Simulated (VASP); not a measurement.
Data:

```
GeO2
1.0
    4.57408     0.00000     0.00000
    0.00000     4.57408     0.00000
    0.00000     0.00000     2.96649
Ge O
2 4
Direct
  0.00000   0.00000   0.00000
  0.50000   0.50000   0.50000
  0.30691   0.30691   0.00000
  0.80691   0.19309   0.50000
  0.19309   0.80691   0.50000
  0.69309   0.69309   0.00000
```

Level of theory: PBE GGA, VASP's PBE PAW potentials (set 64) (plane waves; VASP). Numerical set-up: 520 eV cut-off, 5×5×8 Γ-centred mesh, Gaussian smearing of 0.050 eV, potentials Ge_d O.

The ions and cell shape at fixed volume are relaxed. Predict the relaxed structure.

```
GeO2
1.0
    4.60944     0.00000     0.00000
    0.00000     4.60944     0.00000
    0.00000     0.00000     2.92115
Ge O
2 4
Direct
  0.00000   0.00000   0.00000
  0.50000   0.50000   0.50000
  0.31012   0.31012   0.00000
  0.81012   0.18988   0.50000
  0.18988   0.81012   0.50000
  0.68988   0.68988   0.00000
```
Space group P4_2/mnm (136), at a tolerance of 0.03 Å.

How much energy does the relaxation gain?

The energy (σ→0) changes by -4.0 meV/atom, in 5 ionic steps.

The compound is GeO2 in the rutile structure. This cell is one point of a volume scan, at 1.06 of the reference volume. Symmetry was kept, so distortions that lower it aren't found.
